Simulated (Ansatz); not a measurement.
# BN (P6_3mc) in Ansatz: Born charges and dielectric tensor with PBEsol

Aim: the Born charges and dielectric tensor of BN with PBEsol.

All numbers are computed with Ansatz 0.2.0; they aren't measurements. Logs are shortened: lines on timing, memory, paths and dates and some standing lists are left out, and cuts for length are marked.

## 1. The structure

The structure is hexagonal, space group P6_3mc (No. 186). Conventional cell: a = 2.554 Å, b = 2.554 Å, c = 4.227 Å, α = 90.00°, β = 90.00°, γ = 120.00°. N (site symmetry 3m) is surrounded by 4 B at 1.57 to 1.58 Å. Around B (site symmetry 3m) lie 4 N at 1.57 to 1.58 Å.

Measurements of this composition are mostly on another form, of space group No. 194.

## 2. Born charges and dielectric tensor, PBEsol

Input file input.yaml:

```yaml
crystal:
  lattice:
    - [2.5539396017, 0.0, 0.0]
    - [-1.2769698009, 2.2117765748, 0.0]
    - [0.0, 0.0, 4.226855]
  atoms:
    - { symbol: "N", position: [0.3333333333, 0.6666666667, 0.125276] }
    - { symbol: "N", position: [0.6666666667, 0.3333333333, 0.625276] }
    - { symbol: B, position: [0.3333333333, 0.6666666667, 0.499724] }
    - { symbol: B, position: [0.6666666667, 0.3333333333, 0.999724] }
hamiltonian:
  xc: pbesol
  pseudopotentials: { kind: paw }
kpoints:
  mp_grid: { grid: [12, 12, 6] }
scf:
  occupations: { method: fixed }
output:
  eigenvalues: true
dielectric:
  method: response
```

Potentials or basis: Ansatz PAW.

Started as:

```sh
$ ansatz run input.yaml --threads 2 --pin off --max-ram 5632MiB --backend cpu --events-out ev --progress --plain --runs-dir out
```

Log:

```text
Warning: RAYON_NUM_THREADS=2 ignored (pool sized by the plan → 2); use --threads N
Engine: ansatz 0.2.0, aarch64-unknown-linux-gnu
Pseudopotentials: kind: paw
Pseudopotential: N, paw, valence charge 5, recommended cutoff 420 eV (normal), N.paw.azcp
Pseudopotential: B, paw, valence charge 3, recommended cutoff 420 eV (normal), B.paw.azcp
Functional definition: PBEsol
  exchange = pbesol_x
  correlation = pbesol_c
Crystal: 4 atoms, lattice volume = 23.876 Å³
Basis set: ecut = 420 eV, 465 PW (Γ), exchange–correlation on 36×36×60 points (8 copies of the dense FFT grid, shifted against one another)
Bands: 12, of which v1, the nominal top of the filled ones, is band 8 counted from 1 (7 counted from 0)
Symmetry: 12 space group operations
k-points: 242 of 864 (irreducible under 2 space group operations, time reversal used)
Non-local potential: N, projectors of the file, l = 0: 2, l = 1: 2, l = 2: 1
Non-local potential: B, projectors of the file, l = 0: 2, l = 1: 2, l = 2: 1
PAW form: soft (Blöchl's): semilocal exchange-correlation on the pseudo side does not see the compensation charge
PAW frozen core: N, regenerated for the run's functional, and the local potential with it (the file was generated under x = pbe(κ = 0.804, μ = 0.2195149727645171), c = pbe(β = 0.06672455060314922))
PAW frozen core: B, regenerated for the run's functional, and the local potential with it (the file was generated under x = pbe(κ = 0.804, μ = 0.2195149727645171), c = pbe(β = 0.06672455060314922))
PAW one-centre angular grid: N, 110 points (default); XC on 64 Gauss nodes
PAW one-centre angular grid: B, 110 points (default); XC on 64 Gauss nodes
Initial density: superposition of atomic densities (neutral atoms: chi_scale 0, normalization atom), corrected by the library's trained network
Initial wavefunctions: pseudopotential atomic-orbital guess
Functional: x = pbesol(κ = 0.804, μ = 0.12345679012345678), c = pbesol(β = 0.046)
SCF iter   1: F=—  HF=-1067.606183 eV  |F-HF|=—  |Δ(HF+E_count)|=         —  Δρ=1.14e-2  dr2=2.40e-2  ethr=1.77e-3  ⟨swp⟩=4.5  Hψ=13499  notcnv=0  defer=357
preconditioner: auto → none  [insulator: Δε(μ)=4.877 eV  Ē_g=17.393 eV  n_scr=2 (ndim 8)  ℏωp=30.4 eV  f_vac=0.000  ε∞_Penn≈4.1]
SCF iter   2: F=—  HF=-1067.598865 eV  |F-HF|=—  |Δ(HF+E_count)|=   7.32e-3  Δρ=3.23e-3  dr2=1.85e-3  ethr=1.50e-4  ⟨swp⟩=2.9  Hψ=7035  notcnv=0  defer=481
SCF iter   3: F=—  HF=-1067.598337 eV  |F-HF|=—  |Δ(HF+E_count)|=   5.28e-4  Δρ=9.62e-4  dr2=1.46e-4  ethr=1.16e-5  ⟨swp⟩=2.0  Hψ=4843  notcnv=0  defer=481
SCF iter   4: F=—  HF=-1067.598317 eV  |F-HF|=—  |Δ(HF+E_count)|=   1.95e-5  Δρ=1.16e-4  dr2=1.04e-6  ethr=9.15e-7  ⟨swp⟩=2.3  Hψ=4891  notcnv=0  defer=370
SCF iter   5: F=—  HF=-1067.598318 eV  |F-HF|=—  |Δ(HF+E_count)|=   8.08e-7  Δρ=7.18e-6  dr2=6.54e-9  ethr=6.49e-9  ⟨swp⟩=2.3  Hψ=4804  notcnv=0
SCF iter   6: F=—  HF=-1067.598318 eV  |F-HF|=—  |Δ(HF+E_count)|=   2.23e-9  Δρ=1.04e-6  dr2=1.02e-10  ethr=4.09e-11  ⟨swp⟩=2.7  Hψ=4876  notcnv=0
SCF iter   7: F=-1067.598318 eV  HF=-1067.598318 eV  |F-HF|=2.27e-13  |Δ(HF+E_count)|=  6.28e-11  Δρ=3.13e-8  dr2=1.26e-13  ethr=1.00e-12  ⟨swp⟩=3.4  Hψ=9799  notcnv=0
SCF 1 converged in 7 iterations: F = -1067.598318 eV  dr2 = 1.26e-13
DFPT response loops at Γ: preconditioner auto → none (the input reference at scf.mixing.eps_inf says where Resta's filter doesn't serve); β = 0.50; Broyden in place of MSR1
── the response to a field inside a basis, on 12×12×6 k-points: an SCF that follows is theirs, and a resumed run solves both again ──
Bands: 9, of which v1, the nominal top of the filled ones, is band 8 counted from 1 (7 counted from 0)
k-points: 126 of 864 (irreducible under 4 space group operations, time reversal used)
Initial density: handed on by an earlier stage of this run
Initial wavefunctions: pseudopotential atomic-orbital guess (no wavefunctions were taken with the density)
Eigensolver: Dense (126 Hₖ)
SCF iter   1: F=—  HF=-1067.604977 eV  |F-HF|=—  |Δ(HF+E_count)|=         —  Δρ=7.02e-4  dr2=1.50e-5  ethr=1.00e-1
preconditioner: auto → none  [insulator: Δε(μ)=5.365 eV  Ē_g=15.342 eV  n_scr=2 (ndim 8)  ℏωp=30.4 eV  f_vac=0.000  ε∞_Penn≈4.9]
SCF iter   2: F=—  HF=-1067.604987 eV  |F-HF|=—  |Δ(HF+E_count)|=   1.01e-5  Δρ=3.38e-4  dr2=3.71e-6  ethr=9.35e-8
SCF iter   3: F=—  HF=-1067.604991 eV  |F-HF|=—  |Δ(HF+E_count)|=   4.39e-6  Δρ=1.00e-4  dr2=1.13e-6  ethr=2.32e-8
SCF iter   4: F=-1067.604991 eV  HF=-1067.604991 eV  |F-HF|=1.65e-9  |Δ(HF+E_count)|=   1.79e-7  Δρ=9.53e-6  dr2=6.31e-9  ethr=7.07e-9
SCF 1 converged in 4 iterations: F = -1067.604991 eV  dr2 = 6.31e-9
DFPT response loops at Γ: mixed as the last ones told, above
SCF converged after 7 iterations
Free energy (F): -1067.598318 eV
Harris-Foulkes:  -1067.598318 eV  (|F-HF|=2.27e-13)
Internal energy: -1067.598318 eV  (E = F + TS)
E sigma→0 (E₀):  -1067.598318 eV
Fermi energy:    11.123574 eV
--- Per-component energies (eV) ---
  E_band       = 49.962624
  E_kinetic    = 368.820096
  E_local      = -352.688801  (includes V_loc(G=0)·N_el)
  E_nonlocal   = 113.267910
  E_hartree    = 98.285680
  E_xc         = -185.079647
  E_vxc        = -231.040606  (∫ρ·V_xc dr)
  E_paw        = -396.957927  (= ΣΔE_a)
  E_vpaw       = -44.967532  (= ΣTr[D̂ρ^β])
  E_aug_tail   = 0.000197  (compensation charges beyond the density's cutoff)
  E_ewald      = -713.331445
  E_core_change = 0.085620  (= ΣΔE_core)
  E_smearing   = -0.000000  (= −TS)
  E_closure    = -0.000000  (closes the sum)
  Σ components = -1067.598318   (vs F -1067.598318, Δ=0.00e0)
--- Band table (eV; the first three rows and the last of 242) ---
  k-point 0: bands = ["-9.1873", "-5.0361", "0.2084", "9.0148", "9.0148", "10.8460", "11.1236", "11.1236", "19.4033", "19.4033", "19.5895", "20.4756"]
  k-point 1: bands = ["-9.0218", "-5.6059", "1.0712", "9.1313", "9.1313", "9.9483", "10.9484", "10.9484", "19.6005", "19.6005", "19.9608", "20.4724"]
  k-point 2: bands = ["-8.5307", "-6.6995", "3.0228", "7.8658", "9.4639", "9.4639", "10.5022", "10.5022", "20.1484", "20.1484", "20.3637", "20.4676"]
  k-point 241: bands = ["-4.5110", "-4.5110", "2.5668", "2.5668", "4.8868", "4.8868", "7.8496", "7.8496", "19.6538", "19.6538", "22.1797", "22.1797"]
--- Dielectric response (ions clamped): 3 representative field directions + reference, inside a basis on a mesh of 864 k-points (Σ response iterations 15) ---
  ε∞ (high-frequency dielectric tensor):
        4.604253     0.000000     0.000000
        0.000000     4.604253     0.000000
        0.000000     0.000000     4.771075
  Born effective charges Z* (e; rows j = field, columns β = displacement):
    site 0:
        -1.84442   -0.00000    0.00000
        -0.00000   -1.84442    0.00000
         0.00000    0.00000   -1.94406
    site 1:
        -1.84442   -0.00000   -0.00000
        -0.00000   -1.84442   -0.00000
        -0.00000   -0.00000   -1.94406
    site 2:
         1.84442    0.00000    0.00000
         0.00000    1.84442   -0.00000
        -0.00000   -0.00000    1.94406
    site 3:
         1.84442    0.00000    0.00000
         0.00000    1.84442    0.00000
         0.00000    0.00000    1.94406
  Z* charge neutrality: 1.380e-3 e pre-enforcement
  solved inside a basis spanned on kpoints, on 12×12×6 k-points, its susceptibility summed on 16×16×8: ε∞ is read to err by 1.3e-2, Z* by 7.5e-3 e (field_mesh: kpoints solves on kpoints); Z* is corrected for what the basis lacks
```

It took 31 s on 2 threads of Arm Neoverse V2, shared host; peak memory 0.54 GiB.

Results:

- Free energy: -1067.5983 eV
- Band gap on the k mesh: 4.99 eV, indirect (least direct gap 8.15 eV)
- Electronic dielectric tensor (diagonal): 4.60, 4.60, 4.77
- Born charges (mean of the diagonal): N -1.88; B +1.88 e

Electronic dielectric tensor:
```
4.60 0.00 0.00
0.00 4.60 0.00
0.00 0.00 4.77
```

Born effective charge tensors (e):
atom 1, N
```
-1.84  0.00  0.00
 0.00 -1.84  0.00
 0.00  0.00 -1.94
```
atom 2, N
```
-1.84  0.00  0.00
 0.00 -1.84  0.00
 0.00  0.00 -1.94
```
atom 3, B
```
1.84 0.00 0.00
0.00 1.84 0.00
0.00 0.00 1.94
```
atom 4, B
```
1.84 0.00 0.00
0.00 1.84 0.00
0.00 0.00 1.94
```

 Expect the measured gap to be larger: semilocal functionals such as PBEsol lack the derivative discontinuity.
